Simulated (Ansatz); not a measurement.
Clean, relaxed (111) surface of Pb, space group Fm-3m (No. 225) (top face towards +c; held atoms: 1, 2, 3, 4):

```
CELL_PARAMETERS angstrom
7.01418 0.00000 0.00000
-3.50709 6.07446 0.00000
0.00000 0.00000 21.72705
ATOMIC_POSITIONS crystal
Pb 0.33333 0.16667 0.36820
Pb 0.33333 0.66667 0.36820
Pb 0.83333 0.16667 0.36820
Pb 0.83333 0.66667 0.36820
Pb 0.66667 0.33333 0.50000
Pb 0.66667 0.83333 0.50000
Pb 0.16667 0.33333 0.50000
Pb 0.16667 0.83333 0.50000
Pb 0.00000 0.50000 0.63180
Pb 0.00000 0.00000 0.63180
Pb 0.50000 0.50000 0.63180
Pb 0.50000 0.00000 0.63180
```

Computed with DFT PBE+D3(BJ), scalar-relativistic, plane waves, PAW (Ansatz 0.2.0). Plane waves to 420 eV, a k mesh through Γ of 3×3×1 on the computed 15-atom cell and Gaussian smearing (0.10 eV); no spin polarisation. A dipole correction removes the field between periodic images along c.

H2O is put on the top face, one molecule per 42.6 Å², and relaxed from 3 starts; the cell is lengthened along c to keep the vacuum. E_ads is per molecule, from the clean relaxed slab and the free relaxed molecule; negative means bound; no zero-point or thermal terms, forces under 0.04 eV/Å, and the free molecule is spin-polarised where open-shell. Heights count from the highest slab atom. Δp counts per cell along +c.

```csv
start,E_ads (eV),molecule,lowest atom's height (Å),shortest contact,Δφ top (eV),Δp (e·Å)
"random tilt, lowest atom H over a bridge Pb-Pb site",-0.24,whole,2.60,O–Pb 2.94 Å,-0.03,-0.006
"flat, lowest atom O over a top Pb site",-0.24,whole,2.68,O–Pb 2.96 Å,0.00,-0.009
"upright, lowest atom H over a hollow Pb-Pb-Pb site",-0.24,whole,2.68,O–Pb 2.97 Å,0.00,-0.011
```

Each end is the local minimum that its start leads to.

An atom lies near a switch of its D3 coefficient C6 between reference coordination numbers, so the dispersion energy changes steeply there and can make or shift the minimum.